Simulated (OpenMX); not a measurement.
Runs of OpenMX 3.8.5 on HfN. Symmetry: Fm-3m, No. 225, cubic system. Conventional cell: a = 4.512 Å, b = 4.512 Å, c = 4.512 Å, α = 90.00°, β = 90.00°, γ = 90.00°. Hf (site symmetry m-3m) is surrounded by 6 N at 2.26 Å. N (site symmetry m-3m) is surrounded by 6 Hf at 2.26 Å. 

```tsv
task	level	potentials or basis	spin	k mesh	SCF threshold	grid points, held for all volumes	max SCF cycles	pressure (GPa)	moment (μB)	V0 of scaled cells (Å³/atom)	B0 (GPa)
equation of state	PBE	OpenMX 2013 PBE set, Hf7.0-s3p2d2, N6.0-s2p2, fixed grid of 32 × 32 × 32 points	off	11 × 11 × 11	1e-08 Ha	32 × 32 × 32	-	-	-	11.84	255
equation of state	PBE	OpenMX 2013 PBE set, Hf7.0-s3p2d2f1, N6.0-s2p2d1, fixed grid of 32 × 32 × 32 points	off	11 × 11 × 11	1e-08 Ha	32 × 32 × 32	-	-	-	11.70	(a)
band structure	PBE	OpenMX 2013 PBE set, Hf7.0-s3p2d2f1, N6.0-s2p2d1, grid cutoff 400 Ry	non-collinear, zero start, SOC	7 × 7 × 7	1e-07 Ha	-	100	-	0.00	-	-
single point	LDA-PW92	OpenMX 2013 LDA set, Hf7.0-s3p2d2f1, N6.0-s2p2d1, grid cutoff 400 Ry	collinear, ferromagnetic start	11 × 11 × 11	1e-08 Ha	-	100	-9.7	0.00	-	-
band structure	PBE	OpenMX 2013 PBE set, Hf7.0-s3p2d2f2, N6.0-s3p2d2, grid cutoff 400 Ry	off	11 × 11 × 11	1e-08 Ha	-	100	(b)	-	-	-
```

Alike in all rows: cell as given; smearing fermi-dirac 0.05 eV.

Q: Fill in the values left out.

A: (a) 270; (b) 3.5.

Caveats: the basis of atomic orbitals isn't converged, which shifts pressures, moduli and gaps; volumes in these bases differ from converged ones by about 1 %, for some elements by several (some runs); total energies with and without spin-orbit coupling shouldn't be compared in this program (some runs).

Not every run made on this cell is shown here.
